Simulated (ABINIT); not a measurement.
Runs of ABINIT 10.8.3 (patched build) on Ir. Symmetry: Fm-3m, No. 225, cubic system. The conventional cell has a = 3.831 Å, b = 3.831 Å, c = 3.831 Å, α = 90.00°, β = 90.00°, γ = 90.00°. Around Ir (site symmetry m-3m) lie 12 Ir at 2.71 Å. 

| task | level | potentials or basis | cutoff (eV) | fine-grid cutoff | gap on the mesh (eV) | pressure (GPa) |
| --- | --- | --- | --- | --- | --- | --- |
| band structure | PBE | PseudoDojo NC SR PBE v0.5 standard | 925 | - | none | 10.3 |
| band structure | LDA | JTH PAW LDA v2.0 | 463 | 925.187 eV | none | -7.3 |
| band structure | WC | JTH PAW PBE v2.0 | 435 | 870.764 eV | none | 3.1 |
| band structure | LDA-PZ | JTH PAW LDA v2.0 | 463 | 925.187 eV | none | (a) |

Alike in all rows: no spin polarisation; cell as given; k mesh 12 × 12 × 12; smearing fermi-dirac 0.05 eV.

Q: Fill in the values left out.

A: (a) -6.9.

Caveats: spin-orbit coupling is left out, which moves the levels of the heavy elements; the PAW data sets were made with another functional, which shifts forces and pressure a little (some runs).

A k mesh can miss the band edges, and the runs leave out spin-orbit coupling on Ir.

A gap of «none» marks a metal or a gap under the smearing width.

The runs don't all hold the same shells in valence.
